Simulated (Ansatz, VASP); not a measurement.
**Hf (linear Hf chain): VASP beside Ansatz**

One calculation is typed for both programs; each brings its own data sets. How far apart do they land? The structure shown is the end of the Ansatz relaxation below.

Calculated with Ansatz 0.2.0; plane waves, with VASP 6.6.1 beside it; single point at PBEsol.

### Step 1. Set-up

The cell holds 1 atom: 1 Hf. Its edges and angles: a = 7.500 Å, b = 7.500 Å, c = 2.555 Å, α = 90.0°, β = 90.0°, γ = 90.0°. Vacuum lies along a and b. The structure's axis is c.

### Step 2. Ansatz: relaxation, PBEsol

Ansatz runs on its default PAW (the set named soft_2) files.

This run makes the geometry at which the two programs are then compared.

input.yaml reads:

```yaml
crystal:
  lattice:
    - [7.5, 0.0, 0.0]
    - [0.0, 7.5, 0.0]
    - [0.0, 0.0, 3.255]
  atoms:
    - { symbol: Hf, position: [0.5, 0.5, 0.0], spin: 1.0 }
magnetization:
  spin_polarized: true
kpoints:
  mp_grid: { grid: [1, 1, 25] }
scf:
  occupations: { method: fermi_dirac, width: 0.05 }
hamiltonian:
  xc: pbesol
relax:
  cell: { fix: [a, b, alpha, beta, gamma] }
  max_steps: 60
```

Started as:

```console
ansatz run input.yaml --threads 4 --pin off --max-ram 8192MiB --backend cpu --events-out ev --progress --plain --runs-dir out
```

Numbers of over 12 decimals in the logs are rounded to 6 here.

Log:

```text
Engine: ansatz 0.2.0, aarch64-unknown-linux-gnu
Pseudopotentials: kind: paw
Pseudopotential: Hf, paw, valence charge 26, recommended cutoff 420 eV (normal), Hf.paw.azcp
Functional definition: PBEsol
  exchange = pbesol_x
  correlation = pbesol_c
Crystal: 1 atoms, lattice volume = 183.094 Å³
Basis set: ecut = 420 eV, 3587 PW (Γ), exchange–correlation on 108×108×48 points (8 copies of the dense FFT grid, shifted against one another)
Bands: 18, of which v1, the nominal top of the filled ones, is band 13 counted from 1 (12 counted from 0)
Symmetry: 16 space group operations
Space group: P4/mmm (ITA 123), of the structure as read, at distance tolerance 5.7e-5 Å
Magnetic group: BNS 123.339 (UNI 999), of the structure as read, at distance tolerance 5.7e-5 Å
k-points: 13 of 25
Non-local potential: Hf, projectors of the file, l = 0: 3, l = 1: 2, l = 2: 2, l = 3: 3
PAW form: soft (Blöchl's): semilocal exchange-correlation on the pseudo side does not see the compensation charge
PAW frozen core: Hf, regenerated for the run's functional, and the local potential with it (the file was generated under x = pbe(κ = 0.804, μ = 0.219515), c = pbe(β = 0.066725))
PAW one-centre angular grid: Hf, 590 points (default); XC on 64 Gauss nodes
Initial density: superposition of atomic densities (neutral atoms: chi_scale 0, normalization atom)
Starting moments: Σ|m| = 1 μB on 1 of 1 site
Initial wavefunctions: pseudopotential atomic-orbital guess
Functional: x = pbesol(κ = 0.804, μ = 0.123457), c = pbesol(β = 0.046)
SCF iter   1: F=—  HF=-15592.723635 eV  |F-HF|=—  |Δ(HF+E_count)|=         —  Δρ=1.05e-2 (↑1.05e-2 ↓7.43e-3)  dr2=9.59e-1  dr2_m=1.14e-2  M=1.060 μB ∫|m|=1.060 μB  β_m=0.30  ethr=3.10e-3  ⟨swp⟩=4.9  Hψ=1966  notcnv=0
Mixer restart at iter 1: flushing history
preconditioner: auto → LDOS  [metal: Δε(μ)=0.041 eV  Ē_g=11.988 eV  σ=0.050 eV  W_gap=0.20  n_scr=22 (ndim 8)  ℏωp=11.6 eV  f_vac=0.642  D(μ)=4.85/eV (n_scr^D=30)]
spin=Collinear: LDOS preconditioning applied to the charge; magnetization (m = ρ↑ − ρ↓) channel mixes plain (no charge-response kernel on spin).
SCF iter   2: F=—  HF=-15592.669670 eV  |F-HF|=—  |Δ(HF+E_count)|=   5.40e-2  Δρ=6.93e-3 (↑6.93e-3 ↓5.15e-3)  dr2=4.70e-1  dr2_m=5.11e-3  M=1.097 μB ∫|m|=1.097 μB  β_m=0.59  ethr=3.10e-3  ⟨swp⟩=1.7  Hψ=705  notcnv=0
SCF iter   3: F=—  HF=-15592.596717 eV  |F-HF|=—  |Δ(HF+E_count)|=   7.30e-2  Δρ=2.54e-3 (↑2.54e-3 ↓2.50e-3)  dr2=3.00e-2  dr2_m=1.28e-3  M=1.210 μB ∫|m|=1.210 μB  β_m=0.79  ethr=1.81e-3  ⟨swp⟩=2.1  Hψ=668  notcnv=0
SCF iter   4: F=—  HF=-15592.660605 eV  |F-HF|=—  |Δ(HF+E_count)|=         —  Δρ=2.89e-3 (↑2.89e-3 ↓2.40e-3)  dr2=7.68e-3  dr2_m=9.58e-3  M=1.565 μB ∫|m|=1.565 μB  β_m=0.79  ethr=1.15e-4  ⟨swp⟩=2.2  Hψ=896  notcnv=0
Mixer restart at iter 4: flushing history
SCF iter   5: F=—  HF=-15592.681353 eV  |F-HF|=—  |Δ(HF+E_count)|=   2.07e-2  Δρ=3.30e-3 (↑3.23e-3 ↓3.30e-3)  dr2=7.06e-3  dr2_m=1.55e-2  M=1.918 μB ∫|m|=1.918 μB  β_m=0.90  ethr=2.95e-5  ⟨swp⟩=2.1  Hψ=939  notcnv=0
SCF iter   6: F=—  HF=-15592.712815 eV  |F-HF|=—  |Δ(HF+E_count)|=   3.15e-2  Δρ=3.88e-3 (↑3.88e-3 ↓3.78e-3)  dr2=1.22e-2  dr2_m=2.19e-2  M=2.319 μB ∫|m|=2.319 μB  β_m=0.33  ethr=2.72e-5  ⟨swp⟩=2.3  Hψ=978  notcnv=0
SCF iter   7: F=-15592.733847 eV  HF=-15592.731417 eV  |F-HF|=2.43e-3  |Δ(HF+E_count)|=   1.86e-2  Δρ=1.76e-3 (↑1.76e-3 ↓1.43e-3)  dr2=4.05e-3  dr2_m=3.69e-3  M=2.465 μB ∫|m|=2.465 μB  β_m=0.73  ethr=2.72e-5  ⟨swp⟩=2.0  Hψ=939  notcnv=0
SCF iter   8: F=-15592.738085 eV  HF=-15592.736578 eV  |F-HF|=1.51e-3  |Δ(HF+E_count)|=   5.16e-3  Δρ=9.08e-4 (↑9.08e-4 ↓8.69e-4)  dr2=9.20e-4  dr2_m=1.09e-3  M=2.477 μB ∫|m|=2.477 μB  β_m=0.84  ethr=1.56e-5  ⟨swp⟩=2.0  Hψ=907  notcnv=0
SCF iter   9: F=-15592.738471 eV  HF=-15592.738201 eV  |F-HF|=2.71e-4  |Δ(HF+E_count)|=   1.62e-3  Δρ=6.83e-4 (↑6.39e-4 ↓6.83e-4)  dr2=3.43e-4  dr2_m=6.36e-4  M=2.482 μB ∫|m|=2.482 μB  β_m=0.92  ethr=3.54e-6  ⟨swp⟩=2.0  Hψ=566  notcnv=0
SCF iter  10: F=-15592.738647 eV  HF=-15592.738604 eV  |F-HF|=4.31e-5  |Δ(HF+E_count)|=   4.03e-4  Δρ=1.34e-4 (↑1.34e-4 ↓1.34e-4)  dr2=1.06e-5  dr2_m=2.65e-5  M=2.490 μB ∫|m|=2.490 μB  β_m=0.96  ethr=1.32e-6  ⟨swp⟩=2.0  Hψ=835  notcnv=0
SCF iter  11: F=-15592.738654 eV  HF=-15592.738646 eV  |F-HF|=8.41e-6  |Δ(HF+E_count)|=   4.21e-5  Δρ=1.12e-4 (↑1.12e-4 ↓9.45e-5)  dr2=1.33e-5  dr2_m=1.51e-5  M=2.486 μB ∫|m|=2.486 μB  β_m=0.88  ethr=4.10e-8  ⟨swp⟩=2.0  Hψ=833  notcnv=0
SCF iter  12: F=-15592.738658 eV  HF=-15592.738654 eV  |F-HF|=4.38e-6  |Δ(HF+E_count)|=   8.19e-6  Δρ=6.10e-5 (↑6.10e-5 ↓5.47e-5)  dr2=2.42e-6  dr2_m=5.03e-6  M=2.486 μB ∫|m|=2.486 μB  β_m=0.87  ethr=4.10e-8  ⟨swp⟩=2.0  Hψ=566  notcnv=0
SCF iter  13: F=-15592.738660 eV  HF=-15592.738659 eV  |F-HF|=5.81e-7  |Δ(HF+E_count)|=   5.37e-6  Δρ=2.27e-5 (↑2.27e-5 ↓1.99e-5)  dr2=3.40e-7  dr2_m=6.81e-7  M=2.487 μB ∫|m|=2.487 μB  β_m=0.94  ethr=9.32e-9  ⟨swp⟩=2.0  Hψ=771  notcnv=0
[...]
SCF 7 converged in 12 iterations: F = -15593.541528 eV  dr2 = 1.16e-10
relax step   7: F+E_penalty+E_count = -15593.54152837 eV  Δ(F+E_penalty+E_count) = -1.783e-3 eV  max|allowed force component| = 0.000e0 eV/Å  Δτ_max = 0.0000 Å  P = -0.288 GPa  Ω = 143.914 Å³  energy of the carried Pulay correction = +1.438e-3 eV  fix = [a, b, alpha, beta, gamma]  reactions: a -0.386, b -0.386 GPa  (12 SCF iters, dr2 threshold 1.00e-7 eV, accepted)
[...]
relax step   8: F+E_penalty+E_count = -15593.54160067 eV  Δ(F+E_penalty+E_count) = -7.230e-5 eV  max|allowed force component| = 0.000e0 eV/Å  Δτ_max = 0.0000 Å  P = -0.258 GPa  Ω = 143.698 Å³  energy of the carried Pulay correction = +1.447e-3 eV  fix = [a, b, alpha, beta, gamma]  reactions: a -0.387, b -0.387 GPa  (10 SCF iters, dr2 threshold 2.18e-8 eV, accepted)
[...]
relax step   9: F+E_penalty+E_count = -15593.54072612 eV  Δ(F+E_penalty+E_count) = +8.745e-4 eV  max|allowed force component| = 0.000e0 eV/Å  Δτ_max = 0.0000 Å  P = -0.260 GPa  Ω = 143.698 Å³  fix = [a, b, alpha, beta, gamma]  reactions: a -0.389, b -0.389 GPa  stress off target by 3.19e-3 GPa on what of the cell is left free  SCF on the basis re-selected at this cell (its energy is not comparable with the rows above)  (8 SCF iters)
basis re-selected at this cell: Δ(F+E_penalty+E_count) = +8.745e-4 eV, ΔP = -0.002 GPa vs the last step (what re-selecting the basis moved, of the pressure what is left beyond the Pulay correction that the steps carried, after the strain that the cell walked since its last selection, with what the two solves' SCF thresholds leave and, on support functions, any second-order correction that the steps lacked; it is no measure of the basis error at this ecutwfc). The dense FFT grid was sized anew with the basis: this SCF ran on 54×54×18 points, the steps before it on 54×54×24, so part of this shift can come from that change (see relax.cell in the input reference). [rest of the remark cut]
SCF converged after 8 iterations
Magnetization: 0.1504 μB (13.0752 up, 12.9248 down)
Absolute magnetization: 0.1515 μB (∫|ρ↑−ρ↓|, with the PAW one-centre terms)
Spin contamination: 0.0007 ħ² per cell (⟨S²⟩ above its minimum at these occupations)
Per-site moments (μB) at R_I (Å): [(0.058582, 1.053786)]
Free energy (F): -15593.540726 eV
Harris-Foulkes:  -15593.540726 eV  (|F-HF|=3.64e-12)
Internal energy: -15593.519415 eV  (E = F + TS)
E sigma→0 (E₀):  -15593.530071 eV
Entropy (-TS):   -0.021311 eV (-21.311 meV/atom)
Fermi energy:    0.348076 eV
--- Per-component energies (eV) ---
  E_band       = -482.922347
  E_kinetic    = 427.107306
  E_local      = -11870.549906  (includes V_loc(G=0)·N_el)
  E_nonlocal   = -1238.733063
  E_hartree    = 5521.924094
  E_xc         = -295.377626
  E_vxc        = -262.782650  (∫ρ·V_xc dr)
  E_paw        = -6807.523806  (= ΣΔE_a)
  E_vpaw       = 1418.188151  (= ΣTr[D̂ρ^β])
  E_aug_tail   = -0.000001  (compensation charges beyond the density's cutoff)
  E_ewald      = -1331.617505
  E_core_change = 1.251092  (= ΣΔE_core)
  E_smearing   = -0.021311  (= −TS)
  E_closure    = 0.000000  (closes the sum)
  Σ components = -15593.540726   (vs F -15593.540726, Δ=0.00e0)
--- Forces (eV/Å), atoms counted from 1 ---
  atom   1  Hf     0.00000000     0.00000000     0.00000000
  max |Σ_I F_I| component: 1.01e-28 eV/Å
--- Stress (GPa, compression-positive) ---
       -0.388525       0.000000       0.000000
        0.000000      -0.388525       0.000000
        0.000000       0.000000      -0.003194
  P = ⅓ Tr σ = -0.2601 GPa (-2.601 kbar)
--- Relaxed structure (8 steps of the walk, 8 accepted, 1 SCFs on fresh bases) ---
  F+E_penalty+E_count = -15593.54072612 eV   max|allowed force component| = 0.000e0 eV/Å   (the final SCF, on the basis selected at the relaxed cell)
  cell:  # Å, volume = 143.6980 Å³
    - [7.5, 0.0, 0.0]
    - [0.0, 7.5, 0.0]
    - [0.0, 0.0, 2.554632]
  atoms:
    - { symbol: Hf, position: [0.5, 0.5, 0.0] }
```

### Step 3. VASP: single point, PBEsol

The same cell, functional, mesh and smearing now go to VASP, with its own data sets.

Lines of VASP's logs that name or quote its potential files are left out, and so is its time.

INCAR reads:

```
SYSTEM = Hf
PREC = Accurate
ENCUT = 500
EDIFF = 1E-06
NELM = 200
ISMEAR = -1
SIGMA = 0.05
LREAL = .FALSE.
ALGO = Normal
GGA = PS
NBANDS = 12
ISPIN = 2
MAGMOM = 0.06
LASPH = .TRUE.
LMAXMIX = 4
LORBIT = 11
LWAVE = .FALSE.
LCHARG = .FALSE.
ISIF = 2
GGA_COMPAT = .FALSE.
```

POSCAR reads:

```
Hf
1.0
    7.5000000000      0.0000000000      0.0000000000
    0.0000000000      7.5000000000      0.0000000000
    0.0000000000      0.0000000000      2.5546319029
Hf
1
Direct
    0.5000000000      0.5000000000      0.0000000000
```

KPOINTS reads:

```
Automatic mesh
0
Gamma
1 1 25
0 0 0
```

Potentials, in the order of the species: Hf_pv (PBE family, release 64).

Started as:

```console
mpirun -np 1 vasp_std
```

Log:

```text
[banner, memory and clock lines left out]
running    1 mpi-ranks, on    1 nodes
 distrk:  each k-point on    1 cores,    1 groups
 distr:  one band on    1 cores,    1 groups

 POSCAR found type information on POSCAR Hf
 POSCAR found :  1 types and       1 ions
|                                                                             |
|               ----> ADVICE to this user running VASP <----                  |
|                                                                             |
|     You enforced a specific xc type in the INCAR file but a different       |
|     [... a line on the potential file left out ...]
|     I HOPE YOU KNOW WHAT YOU ARE DOING!                                     |
|                                                                             |

 LDA part: xc-table for (Slater+PW92), standard interpolation
 POSCAR, INCAR and KPOINTS ok, starting setup
 FFT: planning ... GRIDC
 FFT: planning ... GRID_SOFT
 FFT: planning ... GRID
 WAVECAR not read
 entering main loop
       N       E                     dE             d eps       ncg     rms          rms(c)
DAV:   1     0.110757738866E+02    0.11076E+02   -0.48372E+03   824   0.541E+02
DAV:   2    -0.551012616480E+01   -0.16586E+02   -0.14535E+02   984   0.879E+01
DAV:   3    -0.677069862905E+01   -0.12606E+01   -0.12275E+01   828   0.142E+01
DAV:   4    -0.678672216231E+01   -0.16024E-01   -0.15997E-01   756   0.194E+00
DAV:   5    -0.678716331783E+01   -0.44116E-03   -0.44110E-03   848   0.267E-01    0.222E+01
DAV:   6    -0.620997400163E+01    0.57719E+00   -0.39722E-01   736   0.328E+00    0.113E+01
DAV:   7    -0.601849718410E+01    0.19148E+00   -0.38521E-01   828   0.357E+00    0.205E+00
DAV:   8    -0.601242640728E+01    0.60708E-02   -0.36841E-02   724   0.112E+00    0.144E+00
DAV:   9    -0.601261572938E+01   -0.18932E-03   -0.49754E-03   860   0.457E-01    0.671E-01
DAV:  10    -0.601130959824E+01    0.13061E-02   -0.22498E-03   756   0.249E-01    0.236E-01
DAV:  11    -0.601155960251E+01   -0.25000E-03   -0.41905E-04   800   0.111E-01    0.195E-01
DAV:  12    -0.601184398883E+01   -0.28439E-03   -0.16626E-04   684   0.758E-02    0.551E-02
DAV:  13    -0.601204208466E+01   -0.19810E-03   -0.64258E-05   656   0.289E-02    0.512E-02
DAV:  14    -0.601235213631E+01   -0.31005E-03   -0.25501E-04   632   0.511E-02    0.348E-02
DAV:  15    -0.601240008952E+01   -0.47953E-04   -0.23587E-05   704   0.221E-02    0.121E-02
DAV:  16    -0.601243781786E+01   -0.37728E-04   -0.15755E-05   636   0.172E-02    0.139E-02
DAV:  17    -0.601246002113E+01   -0.22203E-04   -0.87652E-06   684   0.147E-02    0.122E-02
DAV:  18    -0.601244178842E+01    0.18233E-04   -0.85546E-06   664   0.170E-02    0.103E-02
DAV:  19    -0.601240823304E+01    0.33555E-04   -0.73951E-05   624   0.493E-02    0.403E-03
DAV:  20    -0.601241795780E+01   -0.97248E-05   -0.96386E-06   656   0.157E-02    0.450E-03
DAV:  21    -0.601241977568E+01   -0.18179E-05   -0.79651E-06   632   0.149E-02    0.246E-03
DAV:  22    -0.601242066759E+01   -0.89192E-06   -0.11741E-06   620   0.479E-03
   1 F= -.60124207E+01 E0= -.60005838E+01  d E =-.236738E-01  mag=     0.0001
```

Parts of OUTCAR (step 3):

```text
ion  position               nearest neighbor table
   1  0.500  0.500  0.000-

  LATTYP: Found a simple tetragonal cell.
 ALAT       =     7.5000000000
 C/A-ratio  =     0.3406175871

 Subroutine GETGRP returns: Found 16 space group operations
 (whereof 16 operations were pure point group operations)

The static configuration has the point symmetry D_4h.

 Found     13 irreducible k-points:

   k-points           NKPTS =     13   k-points in BZ     NKDIM =     13   number of bands    NBANDS=     12

   dimension x,y,z NGX =    56 NGY =   56 NGZ =   20
   dimension x,y,z NGXF=   112 NGYF=  112 NGZF=   40

   ENCUT  =  500.0 eV  36.75 Ry    6.06 a.u.  13.67 13.67  4.66*2*pi/ulx,y,z

   NELECT =      10.0000    total number of electrons

 k-points in reciprocal lattice and weights: Automatic mesh
   0.00000000  0.00000000  0.00000000       0.040
   0.00000000  0.00000000  0.04000000       0.080
   0.00000000  0.00000000  0.08000000       0.080
   0.00000000  0.00000000  0.12000000       0.080
   0.00000000  0.00000000  0.16000000       0.080
   0.00000000  0.00000000  0.20000000       0.080
   0.00000000  0.00000000  0.24000000       0.080
   0.00000000  0.00000000  0.28000000       0.080
   0.00000000  0.00000000  0.32000000       0.080
   0.00000000  0.00000000  0.36000000       0.080
   0.00000000  0.00000000  0.40000000       0.080
   0.00000000  0.00000000  0.44000000       0.080
   0.00000000  0.00000000  0.48000000       0.080

 average (electrostatic) potential at core
       1 -44.5459

 E-fermi :  -1.9750

 spin component 1
 k-point     1 :       0.0000    0.0000    0.0000
  band No.  band energies     occupation
    ...
      2     -33.5094      1.00000
      3     -31.4784      1.00000
      4      -5.8702      1.00000
      5      -3.0988      1.00000
      6      -1.9867      0.55826
      7      -1.8511      0.07737
      8      -0.8015      0.00000
      9      -0.8015      0.00000
     10       1.2403      0.00000
     11       2.5332      0.00000
    ...

 k-point     2 :       0.0000    0.0000    0.0400
  band No.  band energies     occupation
      1     -33.5045      1.00000
      2     -33.5045      1.00000
      3     -31.5245      1.00000
      4      -5.7751      1.00000
      5      -3.0306      1.00000
      6      -1.9596      0.42344
      7      -1.8249      0.04730
      8      -0.8076      0.00000
      9      -0.8076      0.00000
     10       1.2750      0.00000
    ...

 k-point     3 :       0.0000    0.0000    0.0800
  band No.  band energies     occupation
      1     -33.4900      1.00000
      2     -33.4900      1.00000
      3     -31.6583      1.00000
      4      -5.5029      1.00000
      5      -2.8192      1.00000
      6      -1.8788      0.12727
      7      -1.7469      0.01032
      8      -0.8347      0.00000
      9      -0.8347      0.00000
     10       1.3791      0.00000
    ...

 k-point     4 :       0.0000    0.0000    0.1200
  band No.  band energies     occupation
      1     -33.4669      1.00000
      2     -33.4669      1.00000
      3     -31.8674      1.00000
      4      -5.0906      1.00000
      5      -2.4461      0.99992
      6      -1.7460      0.01016
      7      -1.6189      0.00081
      8      -0.9096      0.00000
      9      -0.9096      0.00000
     10       1.5519      0.00000
    ...

 k-point     5 :       0.0000    0.0000    0.1600
  band No.  band energies     occupation
      1     -33.4364      1.00000
      2     -33.4364      1.00000
      3     -32.1335      1.00000
      4      -4.5914      1.00000
      5      -1.8880      0.14936
      6      -1.5647      0.00027
      7      -1.4441      0.00002
      8      -1.0693      0.00000
      9      -1.0693      0.00000
    ...

 k-point     6 :       0.0000    0.0000    0.2000
  band No.  band energies     occupation
      1     -33.4003      1.00000
      2     -33.4003      1.00000
      3     -32.4353      1.00000
      4      -4.0554      1.00000
      5      -1.3397      0.00000
      6      -1.3379      0.00000
      7      -1.3379      0.00000
      8      -1.2276      0.00000
      9      -1.1378      0.00000
    ...

  Total       -0.3492981     -0.3492981     -0.1716440     -0.0000000      0.0000000      0.0000000
  in kB       -3.8945382     -3.8945382     -1.9137641     -0.0000000      0.0000000      0.0000000
  external PRESSURE =      -3.2342802 kB  Pullay stress =       0.0000000 kB

  energy-cutoff  :      500.00
  volume of cell :      143.70
      direct lattice vectors                 reciprocal lattice vectors
     7.500000000  0.000000000  0.000000000     0.133333333  0.000000000  0.000000000
     0.000000000  7.500000000  0.000000000     0.000000000  0.133333333  0.000000000
     0.000000000  0.000000000  2.554631903     0.000000000  0.000000000  0.391445828

 POSITION                                       TOTAL-FORCE (eV/Angst)
 -----------------------------------------------------------------------------------
      3.75000      3.75000      0.00000         0.000000      0.000000      0.000000
 -----------------------------------------------------------------------------------
    total drift:                                0.000000      0.000000      0.000000

  FREE ENERGIE OF THE ION-ELECTRON SYSTEM (eV)
  ---------------------------------------------------
  free  energy   TOTEN  =        -6.0124206676 eV

  energy  without entropy=       -5.9887468902  energy(sigma->0) =       -6.00058378

 total charge
# of ion       s       p       d       tot
------------------------------------------
    1        0.450   6.074   1.779   8.303

 magnetization (x)
# of ion       s       p       d       tot
------------------------------------------
    1       -0.000  -0.000  -0.000  -0.000

[... 6 further parts left out ...]
```

Harder data sets than Hf_pv exist (the GW ones), and pressures, volumes and forces can shift noticeably with them.

### Step 4. Comparison

Known differences besides the potentials themselves: VASP starts from the moments at which Ansatz ended; the data sets hold 26 valence electrons in Ansatz (on its default PAW (the set named soft_2) files) and 10 in VASP; the cutoff is 420 eV in Ansatz and 500 eV in VASP; Ansatz makes its cores anew for this functional, VASP keeps those of its PBE data sets; Ansatz's pressure holds a Pulay correction, VASP's none; site moments are counted in spheres of each program's own size. Total energies have different zeros and are not compared.

Both answers:

```csv
quantity,Ansatz,VASP,difference
pressure (GPa),-0.26,-0.32,+0.06
total moment (μB),0.15,0.00,+0.15
moment on Hf1 (μB),0.06,0.00,+0.06
```

### Step 5. Results

| Item | Value |
| --- | --- |
| difference in total moment (single point, PBEsol) | 0.15 μB |

**Reading.** The difference in total moment is 0.15 μB (single point, PBEsol). The data sets hold unlike numbers of valence electrons (26 in Ansatz and 10 in VASP), so part of the differences comes from the potentials. How closely two codes agree says nothing of how well the functional describes the real material.

[Lines on the potential files, build, host, timing and source positions are cut from VASP's logs without a mark.]

[Logs are printed without paths, hosts, clocks, repeated set-up lines and the standing remarks that a program may print on its own settings, such as how far it seeks lower states.]

[Hosts, paths, dates, database ids (printed as entryN), source tags and the programs' standing remarks are cut or masked in the printed files.]
